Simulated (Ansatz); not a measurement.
What a change of settings does to a run on BaS

The cell is built from the wurtzite type as a first guess.

First run: DFT, PBE, PAW with Ansatz's default frozen-core files, scalar-relativistic (Ansatz 0.2.0).

Command: `ansatz run input.yaml --threads 1 --pin off --max-ram 3072MiB --backend cpu --events-out ev --progress --plain --runs-dir out` The run took about 140 s on 1 thread of a shared machine.

```yaml
crystal:
  lattice:
    - [4.5558582445, 0.0, 0.0]
    - [-2.2779291223, 3.9454889758, 0.0]
    - [0.0, 0.0, 7.4260489385]
  atoms:
    - { symbol: Ba, position: [0.3333333333, 0.6666666667, 0.0] }
    - { symbol: Ba, position: [0.6666666667, 0.3333333333, 0.5] }
    - { symbol: S, position: [0.3333333333, 0.6666666667, 0.376] }
    - { symbol: S, position: [0.6666666667, 0.3333333333, 0.876] }
kpoints:
  mp_grid: { grid: [8, 8, 5] }
scf:
  occupations: { method: fermi_dirac, width: 0.03 }
hamiltonian:
  xc: pbe
  pseudopotentials: { kind: paw }
output:
  forces: true
  stress: true
  write_density: true
  write_potential: true
  elf: true
  volumetric_format: npy
relax:
  f_tol: 0.005
  max_steps: 80
  cell: {}
```

Result: converged; relaxed volume 40.013 Å³/atom; 83 SCF iterations in all.

No spin–orbit coupling, which matters for the heavy atoms here.

The input is then changed:

```diff
@@ -15,15 +15,14 @@
 hamiltonian:
   xc: pbe
-  pseudopotentials: { kind: paw }
+  pseudopotentials: { kind: paw_fr }
 output:
   forces: true
   stress: true
-  write_density: true
-  write_potential: true
-  elf: true
-  volumetric_format: npy
 relax:
   f_tol: 0.005
   max_steps: 80
   cell: {}
+magnetization:
+  noncollinear: true
+  spin_orbit: true
```

What does the second run give?

It converged; relaxed volume 40.003 Å³/atom; 90 SCF iterations in all.
